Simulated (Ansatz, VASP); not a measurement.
## One calculation of Cs, two programs

File INCAR:

```
ALGO = Normal ; EDIFF = 1E-6
ENCUT = 520 ; ISIF = 2
ISMEAR = 0 ; LASPH = True
LCHARG = False ; LREAL = False
LWAVE = False ; NBANDS = 10
NELM = 100 ; PREC = Accurate
SIGMA = 0.15
```

Contents of KPOINTS:

```
k-points
0
Gamma
  12 12 12
```

The input POSCAR:

```
Cs
1.0
    0.0000000000      3.9483357400      3.9483357400
    3.9483357400      0.0000000000      3.9483357400
    3.9483357400      3.9483357400      0.0000000000
Cs
1
Direct
    0.0000000000      0.0000000000      0.0000000000
```

Input for Ansatz:

```yaml
crystal:
  lattice:
    - [0.0, 3.94833574, 3.94833574]
    - [3.94833574, 0.0, 3.94833574]
    - [3.94833574, 3.94833574, 0.0]
  atoms:
    - { symbol: Cs, position: [0.0, 0.0, 0.0] }
basis:
  ecutwfc: 420
kpoints:
  mp_grid: { grid: [12, 12, 12] }
hamiltonian:
  xc: lda
scf:
  occupations: { method: gaussian, width: 0.15 }
output:
  forces: true
  stress: true
  eigenvalues: true
```

This isn't the form of Cs at room conditions, which is bcc.

Alike in both runs: task single point; functional LDA; k mesh 12 × 12 × 12; occupations gaussian, width 0.15 eV; no spin polarisation.

|  | VASP | Ansatz |
| --- | --- | --- |
| version | VASP 6.6.1 | Ansatz 0.2.0 |
| potentials or method | VASP PAW LDA potentials, release 64 (Cs_sv) | scalar-relativistic, plane waves, PAW |
| plane-wave cutoff (eV) | 520 | 420 |
| valence electrons in the cell | 9 | 9 |

|  | VASP | Ansatz | Ansatz less VASP |
| --- | --- | --- | --- |
| gap on the k mesh at the Fermi level (eV) | none | none | - |
| pressure (GPa) | -0.4 | -0.4 | +0.01 |

A gap of «none» marks a metal or a gap that the smearing closes.

The runs have no spin-orbit coupling, so splittings on Cs are missing.
